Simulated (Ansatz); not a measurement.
# Contact densities of Cs against volume

```xyz
2
Lattice="0.0000 5.7337 5.7337 5.7337 0.0000 5.7337 5.7337 5.7337 0.0000" Properties=species:S:1:pos:R:3 pbc="T T T"
Cs    0.0000    0.0000    0.0000
Cs    2.8669    2.8669    2.8669
```

Atoms are numbered in the order listed.

The conventional cell has a = 11.467 Å, b = 11.467 Å, c = 11.467 Å, α = 90.00°, β = 90.00°, γ = 90.00°.

The structure comes from a relaxation in the same program, started in the diamond type, and has space group Fd-3m. Whether it is a known phase or the ground state wasn't checked.

Spin–orbit coupling is left out, though it moves levels of the heavy atoms by tenths of an eV or more.

Method: DFT, PBE, all-electron PAW with datasets made for the crystal, scalar-relativistic (Ansatz 0.2.0).

Sampling and basis: a Γ-centred 11×11×11 k mesh, Fermi–Dirac smearing of 0.05 eV, cutoff 160 eV (chosen by the program for this cell), no spin polarisation.

The contact density is the mean electron density over the nuclear volume; its changes follow the s electrons' response to bonding and compression. Changes below are taken from the unscaled cell, where it is 1.90034e+06 e/Å³ at Cs1.

```csv
V/V(cell),P (GPa),Δρ(0) Cs1 (e/Å³)
0.9600,0.0,?
1.0000,0.0,0.00
1.0400,0.0,?
```

Fill in "Δρ(0) Cs1 (e/Å³)" for the row "0.9600".

0.47.

What belongs in the row "1.0400", column "Δρ(0) Cs1 (e/Å³)"?

-0.50.

The datasets are made afresh for each cell, so very small changes are uncertain. Scalar relativity leaves out the p1/2 density at heavy nuclei.
